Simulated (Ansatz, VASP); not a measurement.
**Two plane-wave programs on Pd**

```xyz
4
Lattice="2.7145 0.0000 0.0000 0.0000 2.7145 0.0000 0.0000 0.0000 22.7584" Properties=species:S:1:pos:R:3 pbc="T T T"
Pd    1.3573    1.3573    8.5000
Pd    0.0000    0.0000   10.4195
Pd    1.3573    1.3573   12.3304
Pd    0.0000    0.0000   14.2141
```

Alike in both runs: functional LDA; k mesh 11 × 11 × 1; occupations gaussian, width 0.1 eV; no spin polarisation.

Ansatz relaxed the structure, and its values are those at the end. VASP's run is a single point on that final structure, the one shown.

```csv
,VASP,Ansatz
version,VASP 6.6.1,Ansatz 0.2.0
potentials or method,"VASP PAW LDA potentials, release 64 (Pd)","scalar-relativistic, plane waves, PAW"
plane-wave cutoff (eV),520,420
valence electrons in the cell,40,72
```

```tsv
	VASP	Ansatz	Ansatz less VASP
gap on the k mesh at the Fermi level (eV)	none	none	-
rms of the force components (eV/Å)	0.082	0.085	+0.0031
work function, face that differs most (eV)	5.52	5.52	-0.001
```

A gap of «none» marks a metal or a gap that the smearing closes. The two sets of potentials don't hold the same shells in valence. Ansatz warned: «xc_potential_rough_in_thin_density».
